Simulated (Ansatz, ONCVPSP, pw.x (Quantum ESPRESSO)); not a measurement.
# From atom to crystal: ONCV potential for Ga (Z = 31)

- Element: gallium
- Generator: ONCVPSP 4.0.1.1 (patched build)
- Type: optimised norm-conserving Vanderbilt (ONCV)
- Functional: PBE
- Relativity: scalar-relativistic
- Frozen core: [Ar] 3d10
- Valence charge: 3
- Reference configuration: 4s2 4p1
- Partial waves: 4s: rc 1.58 bohr, ncon 4, nbas 9, qcut 3.9 1/bohr, 2 projectors, debl 2.3 Ha; 4p: rc 2.90 bohr, ncon 3, nbas 7, qcut 2.9 1/bohr, 2 projectors, debl 2.1 Ha; d scattering state at 0.06 Ha: rc 3.06 bohr, ncon 4, nbas 8, qcut 3.3 1/bohr, 2 projectors, debl 1.7 Ha
- Local potential: polynomial inside 1.22 bohr (lpopt 5, dvloc0 0 Ha)
- Core correction: none

Crystal test: fcc Ga in pw.x 7.5, no spin, 13³ k-points, Fermi–Dirac smearing 0.01 Ry, cutoffs 40/160 Ry. The reference is all-electron LAPW (Ansatz 0.2.0) with the same functional, mesh and smearing; V0 and B0 come from Birch–Murnaghan fits to the pressures at five volumes. Errors are pseudo minus all-electron; Δ is the rms difference of the E(V) curves that follow from these fits, minima aligned, over ±6 % about the mean V0. Mesh and smearing are coarse, so the numbers serve the comparison and aren't converged zero-temperature values; the lattice is a test structure that the element need not adopt.

All-electron: a0 = 4.236 Å (V0 = 19.00 Å³/atom), B0 = 48.8 GPa.

**Question.** How far does the potential miss the all-electron equation of state?

**Answer.** mean pressure error (GPa): +0.16; a0 (Å): 4.240; a0 error (%): +0.10; B0 error (%): +5.4; Δ (meV/atom): 0.7. The largest radius (3.06 bohr) exceeds half the bond length (2.83 bohr), so the spheres overlap, which is one possible source of error among others.

| V (Å³/atom) | P all-electron (GPa) | P pseudo (GPa) |
| --- | --- | --- |
| 18.074 | 2.74 | 3.08 |
| 18.549 | 1.23 | 1.47 |
| 19.025 | -0.07 | 0.08 |
| 19.501 | -1.20 | -1.13 |
| 19.976 | -2.17 | -2.17 |

**Question.** At the middle volume, how do free energy and pressure move when the wave cutoff is lowered (ecutrho kept at four times it)?

**Answer.**

```
cutoff (Ry)  shift of F (meV/atom)  shift of P (GPa)
         18                   +9.6             -0.22
         24                   +6.9             -0.03
         32                   +1.3             -0.07
```

The run at the middle volume (84 k-points, 6 iterations) took about 3.4 s on one core of a shared host (Neoverse-V2, 32 threads, 247 GiB, load 11).
